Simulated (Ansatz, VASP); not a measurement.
Given: the input of a run of Ansatz 0.2.0 on CoO.

Contents of input.yaml:

```yaml
crystal:
  lattice:
    - [1.4953654176, 0.8633496264, 2.4235510644]
    - [-1.4953654176, 0.8633496264, 2.4235510644]
    - [0.0, -1.7266992528, 2.4235510644]
  atoms:
    - { symbol: Co, position: [0.0, 0.0, 0.0], spin: 2.0 }
    - { symbol: O, position: [0.5, 0.5, 0.5] }
kpoints:
  mp_grid: { grid: [11, 11, 11] }
scf:
  occupations: { method: fermi_dirac, width: 0.05 }
hamiltonian:
  xc: pbesol
  pseudopotentials: { kind: all_electron, lapw: { basis_error: 0.001 } }
magnetization:
  spin_polarized: true
output:
  forces: true
  stress: true
  eigenvalues: true
```

Potentials or basis: all-electron LAPW, scalar-relativistic.

Launch:

```sh
$ ansatz run input.yaml --threads 2 --pin off --max-ram 6144MiB --backend cpu --events-out ev --progress --plain --runs-dir out
```

Translate it to VASP 6.6.1. Potentials there: VASP PAW PBE potentials, release 64 (Co, O).

As run (the cutoff follows the program's own potentials):

File INCAR:

```
SYSTEM = CoO
PREC     = Accurate       ! precision mode
ENCUT    = 520            ! plane-wave cutoff, eV
EDIFF    = 1E-6           ! SCF threshold, eV
ISMEAR   = -1             ! smearing method
SIGMA    = 0.05           ! smearing width, eV
LREAL    = .False.        ! projectors in reciprocal space
LASPH    = .True.         ! aspherical terms in the spheres
NELM     = 150            ! most SCF steps
ALGO     = Normal         ! electronic algorithm
ISIF     = 2              ! what is computed and relaxed
LWAVE    = .False.        ! write WAVECAR
LCHARG   = .True.         ! write CHGCAR
ISPIN    = 2              ! spin polarisation
MAGMOM   = 2 0            ! initial moments
LORBIT   = 11             ! projections on sites
LMAXMIX  = 4              ! l up to which the mixer works
GGA      = PS             ! functional
LELF     = .True.         ! ELF
LVHAR    = .True.       
NBANDS   = 18             ! bands
```

File KPOINTS:

```
Automatic mesh
0
Gamma
  11 11 11
  0 0 0
```

File POSCAR:

```
CoO
1.0
    1.4953654176      0.8633496264      2.4235510644
   -1.4953654176      0.8633496264      2.4235510644
    0.0000000000     -1.7266992528      2.4235510644
Co O
1 1
Direct
    0.0000000000      0.0000000000      0.0000000000
    0.5000000000      0.5000000000      0.5000000000
```

Potentials or basis: VASP PAW PBE potentials, release 64 (Co, O).

Launch:

```bash
$ cat potpaw_PBE.64/Co/POTCAR potpaw_PBE.64/O/POTCAR > POTCAR
$ mpirun -np 1 vasp_std > vasp.out
```

Both were run:

|  | VASP | Ansatz | Ansatz less VASP |
| --- | --- | --- | --- |
| gap on the k mesh at the Fermi level (eV) | none | none | - |
| pressure (GPa) | -6.8 | -6.0 | +0.77 |
| largest component of the traceless stress (GPa) | 0.26 | 0.30 | +0.035 |
| net moment per atom (μB) | 1.43 | 1.44 | +0.014 |
| size of the moment on the site where the two differ most (μB) | 2.51 | 2.55 | +0.034 |

Site moments also hang on the region over which each program counts them. A gap of «none» marks a metal or a gap that the smearing closes. Ansatz ran all-electron here, so the differences hold the error of VASP's frozen core and of both bases.

Caveats: a cell with one magnetic atom can't hold antiferromagnetic order, which such compounds often take; semilocal functionals often make such compounds metallic where correlation or magnetic order opens a gap, which also shifts bond lengths; the PAW data sets were made with another functional, which shifts forces and pressure a little (VASP).
